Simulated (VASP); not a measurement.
The system is CaO.

```xyz
2
Lattice="0.0000 2.4036 2.4036 2.4036 0.0000 2.4036 2.4036 2.4036 0.0000" Properties=species:S:1:pos:R:3 pbc="T T T"
Ca   -0.0204   -0.0252   -0.0024
O     2.5216    2.3790    2.4409
```

The cell is a database's computed one.

The cell isn't the ideal one: atoms moved at random, drawn with an rms of 0.1 Å.

| Item | Value |
| --- | --- |
| Program | VASP 6.6.1 |
| Task | relaxation of cell and atoms |
| Functional | PBE |
| Dispersion | D3 |
| Potentials or basis | VASP PAW PBE potentials, release 64 (Ca_sv, O) |
| Cutoff | 600 eV |
| k mesh | 10 × 10 × 10 |
| Occupations | gaussian, width 0.01 eV |
| Spin | no spin polarisation |

At the start: pressure 0.3 GPa; volume 13.89 Å³/atom.

How do energy, volume and symmetry change on relaxing?

Over 7 steps the energy falls by 17.2 meV/atom and the volume is 13.81 Å³/atom (-0.6 %); space group Fm-3m (No. 225, to 0.05 Å).

The path:
```csv
step,energy change (eV),largest force (eV/Å),pressure (GPa),volume (Å³)
1,0.0000,0.4995,0.33,27.77
2,-0.0196,0.2690,-0.57,27.88
3,-0.0248,0.1220,-1.11,27.99
4,-0.0323,0.0574,0.33,27.57
5,-0.0330,0.0250,0.96,27.41
6,-0.0342,0.0168,-0.20,27.69
7,-0.0343,0.0055,0.09,27.61
```

Final structure:
```
CELL_PARAMETERS angstrom
-0.00014 2.39943 2.39920
2.39828 0.00000 2.39906
2.39843 2.39944 -0.00015
ATOMIC_POSITIONS crystal
Ca 0.98830 0.01922 0.00137
O 0.48836 0.51871 0.50130
```
